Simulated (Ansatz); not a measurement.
# Contact densities of In against volume

```xyz
1
Lattice="-1.6261 1.6261 2.4739 1.6261 -1.6261 2.4739 1.6261 1.6261 -2.4739" Properties=species:S:1:pos:R:3 pbc="T T T"
In    0.0000    0.0000    0.0000
```

The cell comes from COD entry 9017523, which wasn't checked; take it as a given geometry.

No spin–orbit coupling, which matters for the heavy atoms here.

Computed with DFT, LDA, all-electron PAW with datasets made for the crystal, scalar-relativistic (Ansatz 0.2.0).

Settings: a Γ-centred 14×14×14 k mesh, Fermi–Dirac smearing of 0.05 eV, cutoff 260 eV (chosen by the program for this cell), no spin polarisation.

The contact density is the mean electron density over the nuclear volume; its changes follow the s electrons' response to bonding and compression. Changes below are taken from the unscaled cell, where it is 1.12845e+06 e/Å³ at In.

Volumes at which the program chose other datasets or cutoffs are left out.

| V/V(cell) | P (GPa) | Δρ(0) In (e/Å³) |
| --- | --- | --- |
| 0.9400 | 0.0 | -2.58 |
| 0.9600 | -1.0 | ? |
| 0.9800 | -1.9 | ? |
| 0.9900 | -2.3 | ? |
| 1.0000 | -2.7 | 0.00 |
| 1.0100 | -3.0 | 0.44 |

Problem. Fill in "Δρ(0) In (e/Å³)" for the row "0.9600".

Solution. -1.73.

Problem. What belongs in the row "0.9900", column "Δρ(0) In (e/Å³)"?

Solution. -0.44.

Problem. What belongs in the row "0.9800", column "Δρ(0) In (e/Å³)"?

Solution. -0.87.

The datasets are made afresh for each cell, so very small changes are uncertain.
